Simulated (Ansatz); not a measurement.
# Phonon spectrum of MgO

Computed with Ansatz 0.2.0, DFT PBE, scalar-relativistic, plane waves, PAW. Plane waves to 420 eV; Γ-centred k mesh 8×8×8; fixed occupations. No spin polarisation. Phonons by linear response, acoustic sum rule imposed.

The cell, relaxed at this level:
```
Mg O
1.0
     0.00000    2.30625    2.30625
     2.30625    0.00000    2.30625
     2.30625    2.30625    0.00000
Mg O
1 1
Direct
  0.00000 0.00000 0.00000
  0.25000 0.25000 0.25000
```

The structure comes from a generated guess, relaxed at this level; another structure or a mixture of phases may lie lower.

Force constants from linear response on a 4×4×4 q mesh.

Path: Γ–X–U | K–Γ–L–W–X. Only the points of the 4×4×4 mesh were computed; the rest is interpolation, which is rough on so few points. On the mesh no mode is imaginary. Distance along the path (Å⁻¹), then the branches (cm⁻¹, negative for imaginary; the LO field is included):
```
0.000  0 0 0 480 480 676
0.170  46 46 66 480 480 673
0.341  92 92 131 481 481 664
0.511  137 137 195 483 483 650
0.681  178 178 257 484 484 632
0.851  212 212 317 485 485 607
1.022  237 237 374 485 485 576
1.192  251 251 426 485 485 540
1.362  256 256 457 485 485 514
1.422  255 258 456 485 485 514
1.483  254 264 454 484 485 514
1.543  252 273 449 484 485 514
1.603  249 285 444 484 484 514
1.663  245 298 437 483 483 514
1.723  240 312 429 482 483 515
1.784  235 325 421 482 482 516
1.844  229 336 412 481 482 516
1.844  229 336 412 481 482 516
2.024  207 341 392 478 492 520
2.205  181 309 370 477 502 540
2.386  151 265 334 476 499 576
2.566  119 217 285 478 492 610
2.747  86 165 226 479 486 639
2.928  54 111 157 480 482 660
3.108  26 55 80 480 480 672
3.289  0 0 0 480 480 676
3.289  0 0 0 480 480 676
3.436  28 28 73 480 480 674
3.584  57 57 145 480 480 665
3.731  84 84 213 480 480 651
3.878  109 109 276 479 479 632
4.026  129 129 335 478 478 608
4.173  144 144 389 478 478 579
4.321  152 152 435 478 478 548
4.468  154 154 460 478 478 528
4.589  158 165 457 478 481 527
4.709  168 193 450 478 486 524
4.830  184 229 440 479 492 520
4.950  206 265 427 480 494 517
5.070  230 298 413 482 491 516
5.191  256 320 401 483 484 515
5.311  279 326 397 476 486 514
5.432  292 322 398 473 487 513
5.517  291 318 401 474 487 513
5.602  286 308 410 475 487 513
5.687  280 296 421 477 487 513
5.772  273 283 432 480 487 513
5.857  266 272 442 482 486 513
5.942  261 263 450 483 486 514
6.028  257 258 455 484 485 514
6.113  256 256 457 485 485 514
```
